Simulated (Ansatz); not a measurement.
Ti (space group P6_3/mmc) relaxed with several functionals in Ansatz (plane waves to 420 eV, scalar-relativistic PAW, no spin-orbit coupling, symmetry kept). The database cell has 17.64 Å³/atom; its temperature or method isn't stated, so the comparison with it is no error of the functional. No moments.

```
functional conventional cell V (Å³/atom) against the database cell (%) gap on mesh (eV) largest moment (μB)
       PBE  a = 2.939 Å, b = 2.939 Å, c = 4.650 Å, α = 90.00°, β = 90.00°, γ = 120.00°        17.39                           -1.4              0.00                 0.00
       LDA  a = 2.864 Å, b = 2.864 Å, c = 4.536 Å, α = 90.00°, β = 90.00°, γ = 120.00°        16.11                           -8.7              0.00                 0.00
PBE+D3(BJ) a = 2.887 Å, b = 2.887 Å, c = 4.574 Å, α = 90.00°, β = 90.00°, γ = 120.00°        16.50                           -6.4              0.00                 0.00
```